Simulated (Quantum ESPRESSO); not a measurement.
Wanted: the native input for a Quantum ESPRESSO 7.5 run.

```
Task                : phonon dispersion
Functional          : PBEsol
Potentials or basis : GBRV 1.5 PBEsol
Cutoff              : 762 eV
Density cutoff      : 6095 eV
k mesh              : 14 × 14 × 14
Occupations         : cold, width 0.2 eV
Spin                : no spin polarisation
Mixing beta         : 0.5
Most SCF iterations : 120
SCF threshold       : 2e-10 Ry
q mesh              : 2 × 2 × 2
```

Crystal: Cu.

```
CELL_PARAMETERS angstrom
0.00000 1.80750 1.80750
1.80750 0.00000 1.80750
1.80750 1.80750 0.00000
ATOMIC_POSITIONS crystal
Cu 0.00000 0.00000 0.00000
```

These files were run (other wordings do the same):

pw.in

```
&CONTROL
  calculation = 'scf'
  prefix = 'pwscf'
  outdir = './tmp'
  pseudo_dir = './pseudo'
  tprnfor = .true.
  tstress = .true.
  disk_io = 'low'
/
&SYSTEM
  ibrav = 0
  A = 2.55619101
  nat = 1
  ntyp = 1
  ecutwfc = 56
  ecutrho = 448
  nbnd = 16
  occupations = 'smearing'
  smearing = 'mv'
  degauss = 0.01469973
/
&ELECTRONS
  conv_thr = 2d-10
  electron_maxstep = 120
  mixing_beta = 0.5
/
ATOMIC_SPECIES
Cu    63.5460 cu_pbesol_v1.2.uspp.F.UPF
CELL_PARAMETERS alat
   0.0000000000    0.7071067823    0.7071067823
   0.7071067823    0.0000000000    0.7071067823
   0.7071067823    0.7071067823    0.0000000000
ATOMIC_POSITIONS alat
Cu     0.0000000000    0.0000000000    0.0000000000
K_POINTS automatic
14 14 14 0 0 0
```

relax.in

```
&CONTROL
  calculation = 'vc-relax'
  prefix = 'pwscf'
  outdir = './tmp'
  pseudo_dir = './pseudo'
  tprnfor = .true.
  tstress = .true.
  disk_io = 'low'
  nstep = 40
  forc_conv_thr = 0.0001
  etot_conv_thr = 1d-06
/
&SYSTEM
  ibrav = 0
  A = 2.55619101
  nat = 1
  ntyp = 1
  ecutwfc = 56
  ecutrho = 448
  nbnd = 16
  occupations = 'smearing'
  smearing = 'mv'
  degauss = 0.01469973
/
&ELECTRONS
  conv_thr = 2d-10
  electron_maxstep = 120
  mixing_beta = 0.5
/
&IONS
  ion_dynamics = 'bfgs'
/
&CELL
  cell_dynamics = 'bfgs'
  press = 0
  press_conv_thr = 0.2
/
ATOMIC_SPECIES
Cu    63.5460 cu_pbesol_v1.2.uspp.F.UPF
CELL_PARAMETERS alat
   0.0000000000    0.7071067823    0.7071067823
   0.7071067823    0.0000000000    0.7071067823
   0.7071067823    0.7071067823    0.0000000000
ATOMIC_POSITIONS alat
Cu     0.0000000000    0.0000000000    0.0000000000
K_POINTS automatic
14 14 14 0 0 0
```

scf2.in

```
&CONTROL
  calculation = 'scf'
  prefix = 'pwscf'
  outdir = './tmp'
  pseudo_dir = './pseudo'
  tprnfor = .true.
  tstress = .true.
  disk_io = 'low'
/
&SYSTEM
  ibrav = 0
  A = 2.5215423
  nat = 1
  ntyp = 1
  ecutwfc = 56
  ecutrho = 448
  nbnd = 16
  occupations = 'smearing'
  smearing = 'mv'
  degauss = 0.01469973
/
&ELECTRONS
  conv_thr = 1d-13
  electron_maxstep = 120
  mixing_beta = 0.5
  startingpot = 'file'
  startingwfc = 'file'
/
ATOMIC_SPECIES
Cu    63.5460 cu_pbesol_v1.2.uspp.F.UPF
CELL_PARAMETERS alat
   0.0000000000    0.7071067803    0.7071067803
   0.7071067803    0.0000000000    0.7071067803
   0.7071067803    0.7071067803    0.0000000000
ATOMIC_POSITIONS alat
Cu     0.0000000000    0.0000000000    0.0000000000
K_POINTS automatic
14 14 14 0 0 0
```

ph.in

```
phonon_bands of Cu
&INPUTPH
  prefix = 'pwscf'
  outdir = './tmp'
  tr2_ph = 1d-18
  fildyn = 'dyn'
  niter_ph = 90
  alpha_mix(1) = 0.4
  ldisp = .true.
  nq1 = 2
  nq2 = 2
  nq3 = 2
/
```

q2r.in

```
&INPUT
  fildyn = 'dyn'
  zasr = 'crystal'
  flfrc = 'fc'
/
```

matdyn.in

```
&INPUT
  asr = 'crystal'
  flfrc = 'fc'
  flfrq = 'freq'
  q_in_cryst_coord = .true.
  flvec = ' '
/
80
 0.0000000000  0.0000000000  0.0000000000
 0.0454545455  0.0000000000  0.0454545455
 0.0909090909  0.0000000000  0.0909090909
 0.1363636364  0.0000000000  0.1363636364
 0.1818181818  0.0000000000  0.1818181818
 0.2272727273  0.0000000000  0.2272727273
 0.2727272727  0.0000000000  0.2727272727
 0.3181818182  0.0000000000  0.3181818182
 0.3636363636  0.0000000000  0.3636363636
 0.4090909091  0.0000000000  0.4090909091
 0.4545454545  0.0000000000  0.4545454545
 0.5000000000  0.0000000000  0.5000000000
 0.5000000000  0.0500000000  0.5500000000
 0.5000000000  0.1000000000  0.6000000000
 0.5000000000  0.1500000000  0.6500000000
 0.5000000000  0.2000000000  0.7000000000
 0.5000000000  0.2500000000  0.7500000000
 0.4687500000  0.2812500000  0.7500000000
 0.4375000000  0.3125000000  0.7500000000
 0.4062500000  0.3437500000  0.7500000000
 0.3750000000  0.3750000000  0.7500000000
 0.3461538462  0.3461538462  0.6923076923
 0.3173076923  0.3173076923  0.6346153846
 0.2884615385  0.2884615385  0.5769230769
 0.2596153846  0.2596153846  0.5192307692
 0.2307692308  0.2307692308  0.4615384615
 0.2019230769  0.2019230769  0.4038461538
 0.1730769231  0.1730769231  0.3461538462
 0.1442307692  0.1442307692  0.2884615385
 0.1153846154  0.1153846154  0.2307692308
 0.0865384615  0.0865384615  0.1730769231
 0.0576923077  0.0576923077  0.1153846154
 0.0288461538  0.0288461538  0.0576923077
 0.0000000000  0.0000000000  0.0000000000
 0.0454545455  0.0454545455  0.0454545455
 0.0909090909  0.0909090909  0.0909090909
 0.1363636364  0.1363636364  0.1363636364
 0.1818181818  0.1818181818  0.1818181818
 0.2272727273  0.2272727273  0.2272727273
 0.2727272727  0.2727272727  0.2727272727
 0.3181818182  0.3181818182  0.3181818182
 0.3636363636  0.3636363636  0.3636363636
 0.4090909091  0.4090909091  0.4090909091
 0.4545454545  0.4545454545  0.4545454545
 0.5000000000  0.5000000000  0.5000000000
 0.5178571429  0.4642857143  0.5178571429
 0.5357142857  0.4285714286  0.5357142857
 0.5535714286  0.3928571429  0.5535714286
 0.5714285714  0.3571428571  0.5714285714
 0.5892857143  0.3214285714  0.5892857143
 0.6071428571  0.2857142857  0.6071428571
 0.6250000000  0.2500000000  0.6250000000
 0.5937500000  0.2500000000  0.6562500000
 0.5625000000  0.2500000000  0.6875000000
 0.5312500000  0.2500000000  0.7187500000
 0.5000000000  0.2500000000  0.7500000000
 0.5000000000  0.2750000000  0.7250000000
 0.5000000000  0.3000000000  0.7000000000
 0.5000000000  0.3250000000  0.6750000000
 0.5000000000  0.3500000000  0.6500000000
 0.5000000000  0.3750000000  0.6250000000
 0.5000000000  0.4000000000  0.6000000000
 0.5000000000  0.4250000000  0.5750000000
 0.5000000000  0.4500000000  0.5500000000
 0.5000000000  0.4750000000  0.5250000000
 0.5000000000  0.5000000000  0.5000000000
 0.4861111111  0.4861111111  0.5277777778
 0.4722222222  0.4722222222  0.5555555556
 0.4583333333  0.4583333333  0.5833333333
 0.4444444444  0.4444444444  0.6111111111
 0.4305555556  0.4305555556  0.6388888889
 0.4166666667  0.4166666667  0.6666666667
 0.4027777778  0.4027777778  0.6944444444
 0.3888888889  0.3888888889  0.7222222222
 0.3750000000  0.3750000000  0.7500000000
 0.6250000000  0.2500000000  0.6250000000
 0.5937500000  0.1875000000  0.5937500000
 0.5625000000  0.1250000000  0.5625000000
 0.5312500000  0.0625000000  0.5312500000
 0.5000000000  0.0000000000  0.5000000000
```

matdyn_dos.in

```
&INPUT
  asr = 'crystal'
  flfrc = 'fc'
  dos = .true.
  fldos = 'phdos'
  nk1 = 21
  nk2 = 21
  nk3 = 21
  deltaE = 1
  flvec = ' '
  flfrq = ' '
/
```

matdyn_mesh.in

```
&INPUT
  asr = 'crystal'
  flfrc = 'fc'
  flfrq = 'mesh'
  q_in_cryst_coord = .true.
  flvec = ' '
/
1000
 0.05000000  0.05000000  0.05000000
 0.05000000  0.05000000  0.15000000
 0.05000000  0.05000000  0.25000000
[... 997 further points of the even 10 x 10 x 10 mesh, shifted by half a step ...]
```

Potentials or basis: GBRV 1.5 PBEsol.

Launch:

```bash
$ OMP_NUM_THREADS=1 pw.x -in pw.in > pw.out
$ OMP_NUM_THREADS=1 pw.x -in relax.in > relax.out
$ OMP_NUM_THREADS=1 pw.x -in scf2.in > scf2.out
$ OMP_NUM_THREADS=1 ph.x -in ph.in > ph.out
$ OMP_NUM_THREADS=1 q2r.x -in q2r.in > q2r.out
$ OMP_NUM_THREADS=1 matdyn.x -in matdyn.in > matdyn.out
$ OMP_NUM_THREADS=1 matdyn.x -in matdyn_dos.in > matdyn_dos.out
$ OMP_NUM_THREADS=1 matdyn.x -in matdyn_mesh.in > matdyn_mesh.out
```

Results of the run:

- Relaxed volume: 11.34 Å³/atom
- Relaxed cell: a = 2.522 Å, b = 2.522 Å, c = 2.522 Å, α = 60.00°, β = 60.00°, γ = 60.00°
- Space group after relaxing (to 0.05 Å): Fm-3m (No. 225)
- Pressure after relaxing: -0.2 GPa
- Band gap on the k mesh: none (metal or under the smearing width)
- Highest phonon frequency: 264 cm⁻¹
- Zero-point energy: 0.032 eV/atom

Caveat: the q mesh is small, so phonon branches between its points and thermal values are rough.

Run time: 13 min on 1 thread of Arm Neoverse V2, on a shared host, peak memory 0.09 GiB.
